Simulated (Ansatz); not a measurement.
**Convergence notes, G0W0 on CdS (h-MgO type)**

CdS in the h-MgO structure, relaxed with r2SCAN; one-shot G0W0 in Ansatz without spin-orbit coupling. Simulation only: spin-unpolarised, and no claim that this is the phase found in nature.

```cif
data_structure
_symmetry_space_group_name_H-M 'P 1'
_symmetry_Int_Tables_number 1
_cell_length_a 4.4085
_cell_length_b 4.4085
_cell_length_c 5.7481
_cell_angle_alpha 90.000
_cell_angle_beta 90.000
_cell_angle_gamma 120.000
_cell_volume 96.75
loop_
_atom_site_label
_atom_site_type_symbol
_atom_site_fract_x
_atom_site_fract_y
_atom_site_fract_z
_atom_site_occupancy
Cd1 Cd 0.33333 0.66667 0.25000 1
Cd2 Cd 0.66667 0.33333 0.75000 1
S1 S 0.66667 0.33333 0.25000 1
S2 S 0.33333 0.66667 0.75000 1
```

Gaps are read over the mesh points alone. G0W0 values are finite-basis, finite-mesh values.

| start | potentials | frequency model | mesh | empty bands | screening cutoff (eV) | Kohn-Sham gap (eV) | G0W0 gap (eV) | rough cost |
| --- | --- | --- | --- | --- | --- | --- | --- | --- |
| PBE | PAW | contour deformation | 6×6×2 | 157 | 80 | 1.00 | 1.75 | 2.8 core-minutes |
| PBE | PAW | contour deformation | 6×6×2 | 363 | 140 | 1.00 | 1.81 | 14 core-minutes |
| HSE06 | PAW | contour deformation | 6×6×2 | 363 | 140 | 2.07 | 2.37 | 29 core-minutes |
| LDA | PAW | contour deformation | 6×6×2 | 363 | 140 | 0.71 | 1.68 | 14 core-minutes |
| r2SCAN | PAW | contour deformation | 6×6×2 | 363 | 140 | 1.48 | 2.12 | 14 core-minutes |
| PBE | PAW | Godby-Needs pole | 6×6×2 | 363 | 140 | 1.00 | 1.91 | 14 core-minutes |

The quasiparticle gap on this mesh is 1.81 eV (H to Γ), against 1.00 eV from PBE: +0.81 eV. Renormalisation factors Z lie between 0.72 and 0.79.

Raising bands and cutoff together moves the gap by +0.06 eV (80 to 140 eV); the last step is still large, so the basis limit isn't reached. Starting from HSE06 (2.07 eV against PBE's 1.00 eV) gives 2.37 eV, +0.56 eV from G0W0@PBE at the same screening cutoff. Starting from LDA (0.71 eV against PBE's 1.00 eV) gives 1.68 eV, -0.13 eV from G0W0@PBE at the same screening cutoff. Starting from r2SCAN (1.48 eV against PBE's 1.00 eV) gives 2.12 eV, +0.31 eV from G0W0@PBE at the same screening cutoff. The Godby-Needs plasmon pole differs from contour deformation by +0.10 eV. r2SCAN runs take a wave cutoff of 500 eV.

With a shallow d shell on the cation, G0W0 converges slowly in bands and cutoff, so these values are in doubt.
